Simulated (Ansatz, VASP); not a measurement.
## Two plane-wave programs on KCl

```
K Cl
1.0
     0.00000    2.90361    3.40859
     2.90361    0.00000    3.40859
     2.90361    2.90361    0.00000
K Cl
1 1
Cartesian
  0.0000 0.0000 0.0000
  2.9036 2.9036 3.4086
```

Change from the starting cell: strain -0.080 along x and y, +0.080 along z, atoms carried along.

Alike in both runs: task single point; functional PBEsol; k mesh 6 × 6 × 6; occupations gaussian, width 0.05 eV; no spin polarisation.

```csv
,VASP,Ansatz
version,VASP 6.6.1,Ansatz 0.2.0
potentials or method,"VASP PAW PBE potentials, release 64 (K_sv, Cl)","scalar-relativistic, plane waves, PAW"
plane-wave cutoff (eV),520,420
valence electrons in the cell,16,16
```

```tsv
	VASP	Ansatz	Ansatz less VASP
gap on the k mesh at the Fermi level (eV)	5.11	5.11	+0.006
least direct gap on the mesh (eV)	5.11	5.11	+0.006
pressure (GPa)	2.9	2.8	-0.10
largest component of the traceless stress (GPa)	4.47	4.37	-0.103
```

Caveats: the PAW data sets were made with another functional, which shifts forces and pressure a little (VASP).
